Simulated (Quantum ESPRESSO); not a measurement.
**SnTe under changes of volume**

One of the cells (31.281 Å³/atom); the others are scaled copies at fixed shape and fractional positions:

```
Te Sn
1.0
     0.00000    3.15085    3.15085
     3.15085    0.00000    3.15085
     3.15085    3.15085    0.00000
Te Sn
1 1
Direct
  0.50000 0.50000 0.50000
  0.00000 0.00000 0.00000
```

```yaml
Program: Quantum ESPRESSO 7.5
Functional: rev-vdW-DF2
Potentials_or_basis: PseudoDojo 0.4.1 SR PBE standard
Cutoff: 1088 eV
Density_cutoff: 4354 eV
k_mesh: 7 × 7 × 7
Occupations: fermi-dirac, width 0.05 eV
Spin: no spin polarisation
```

| volume (Å³/atom) | energy over the lowest point (meV/atom) | pressure (GPa) |
| --- | --- | --- |
| 29.404 | 45.13 | 5.2 |
| 30.030 | 27.50 | 3.9 |
| 30.656 | ? | ? |
| 31.281 | 6.02 | 1.7 |
| 31.907 | 1.27 | 0.7 |
| 32.532 | 0.00 | -0.1 |
| 33.158 | 1.85 | -0.9 |

Task: What does the run at 30.656 Å³/atom give?

Result: Energy over the lowest point 14.62 meV/atom; pressure 2.7 GPa.

Worked out: A Birch-Murnaghan fit of order 3 (a polynomial in V^(-2/3)) to the other rows has its minimum at 32.46 Å³/atom with B0 = V·E''(V) = 42 GPa and B' = 4.3. It gives 14.62 meV/atom at 30.656 Å³/atom, against the run's 14.62, and -dE/dV = 2.7 GPa, against 2.7.

Energies are extrapolated to zero smearing.

Caveats: the potentials were made for another functional, which shifts forces and pressure.
